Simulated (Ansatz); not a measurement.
GeTe:
```cif
data_Ge3Te3
_chemical_formula_sum 'Ge3 Te3'
_space_group_name_H-M_alt 'R3m :H'
_space_group_IT_number 160
_space_group_name_Hall 'R 3 -2"'
_cell_length_a 4.21791
_cell_length_b 4.21791
_cell_length_c 11.06282
_cell_angle_alpha 90.000
_cell_angle_beta 90.000
_cell_angle_gamma 120.000
loop_
_atom_site_label
_atom_site_type_symbol
_atom_site_symmetry_multiplicity
_atom_site_Wyckoff_symbol
_atom_site_fract_x
_atom_site_fract_y
_atom_site_fract_z
_atom_site_occupancy
Ge1 Ge 3 a 0.00000 0.00000 0.00682 1
Te1 Te 3 a 0.00000 0.00000 0.47218 1
```
(The calculation used a cell of 2 atoms; values per cell refer to that cell.)

Relaxed with PBE+D3(BJ).

Q: Decompose the optical modes at the zone centre into irreducible representations, and say which are infrared and Raman allowed.

A: Point group 3m: Γ_opt = A1 + E. Infrared: A1, E. Raman: A1, E.

Q: Assign frequencies (DFPT, plane-wave PAW PBE+D3(BJ) (Ansatz code); without the LO–TO term).

A: E 102, A1 148 cm⁻¹.

The PBE+D3(BJ) relaxation kept the symmetry of its start; of distortions, only those at the zone centre were tested. Spin–orbit coupling is left out wherever it is not named.

Potentials: the later of the program's two PAW sets.
